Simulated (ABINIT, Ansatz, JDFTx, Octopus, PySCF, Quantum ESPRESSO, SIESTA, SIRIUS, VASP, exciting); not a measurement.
**BP: 12 runs at one level of theory**

```
CELL_PARAMETERS angstrom
0.00000 2.26900 2.26900
2.26900 0.00000 2.26900
2.26900 2.26900 0.00000
ATOMIC_POSITIONS crystal
P 0.75000 0.75000 0.75000
B 0.00000 0.00000 0.00000
```

Alike in all runs: functional PBE; k mesh 10 × 10 × 10; occupations fermi-dirac, width 0.05 eV; no spin polarisation; no spin-orbit coupling. Pressure is positive in compression and, in plane waves, holds the error of the finite cutoff, which Ansatz's Pulay term estimates and takes out.

```json
{"program and potentials": "Ansatz, Ansatz PAW", "plane-wave cutoff (eV)": "420", "notes": "Pulay term of +0.13 GPa included", "band gap (eV)": "1.24", "pressure (GPa)": "1.13"}
{"program and potentials": "Quantum ESPRESSO, SSSP 1.3 efficiency PBE", "plane-wave cutoff (eV)": "748", "notes": "-", "band gap (eV)": "1.25", "pressure (GPa)": "1.10"}
{"program and potentials": "JDFTx, PseudoDojo-SR-PBE-0.5-standard", "plane-wave cutoff (eV)": "1034", "notes": "-", "band gap (eV)": "1.25", "pressure (GPa)": "0.99"}
{"program and potentials": "SIRIUS, all-electron FP-LAPW, apw+lo standard", "plane-wave cutoff (eV)": "-", "notes": "-", "band gap (eV)": "1.25", "pressure (GPa)": "-"}
{"program and potentials": "VASP, PBE PAW files B, P, 520 eV", "plane-wave cutoff (eV)": "520", "notes": "-", "band gap (eV)": "1.24", "pressure (GPa)": "0.90"}
{"program and potentials": "ABINIT, JTH PAW PBE v2.0", "plane-wave cutoff (eV)": "544", "notes": "-", "band gap (eV)": "1.24", "pressure (GPa)": "1.00"}
{"program and potentials": "SIRIUS, PseudoDojo 0.4.1 PBE standard (scalar relativistic)", "plane-wave cutoff (eV)": "1054", "notes": "-", "band gap (eV)": "1.25", "pressure (GPa)": "0.99"}
{"program and potentials": "Ansatz, all-electron LAPW, scalar-relativistic", "plane-wave cutoff (eV)": "-", "notes": "-", "band gap (eV)": "1.25", "pressure (GPa)": "1.09"}
{"program and potentials": "SIESTA, files PseudoDojo sr-pbe-0.4.1-standard, DZP (energy shift 0.002 Ry)", "plane-wave cutoff (eV)": "-", "notes": "atomic basis", "band gap (eV)": "1.29", "pressure (GPa)": "4.44"}
{"program and potentials": "PySCF, DZVP-MOLOPT-SR/GTH-PBE (potentials made for PBE)", "plane-wave cutoff (eV)": "-", "notes": "atomic basis", "band gap (eV)": "1.31", "pressure (GPa)": "-"}
{"program and potentials": "exciting, all-electron LAPW+lo, shipped species files, valence relativity iora*", "plane-wave cutoff (eV)": "-", "notes": "-", "band gap (eV)": "1.25", "pressure (GPa)": "-"}
{"program and potentials": "Octopus, pseudodojo_pbe (PseudoDojo 0.5, PBE)", "plane-wave cutoff (eV)": "-", "notes": "-", "band gap (eV)": "1.25", "pressure (GPa)": "-"}
```

The band gap spans 1.24 (VASP, PBE PAW files B, P, 520 eV) to 1.31 eV (PySCF, DZVP-MOLOPT-SR/GTH-PBE (potentials made for PBE)), with all-electron results at 1.25. The pressure spans 0.90 (VASP, PBE PAW files B, P, 520 eV) to 4.44 GPa (SIESTA, files PseudoDojo sr-pbe-0.4.1-standard, DZP (energy shift 0.002 Ry)), with all-electron results at 1.09. The gap is indirect and read on the mesh alone. Rows in atomic bases carry the error of their basis and grid, which can be large.

Differences between rows come from potentials, basis sets and numerical settings, since the functional is the same but for its coding. Runs on potential files found faulty are left out.
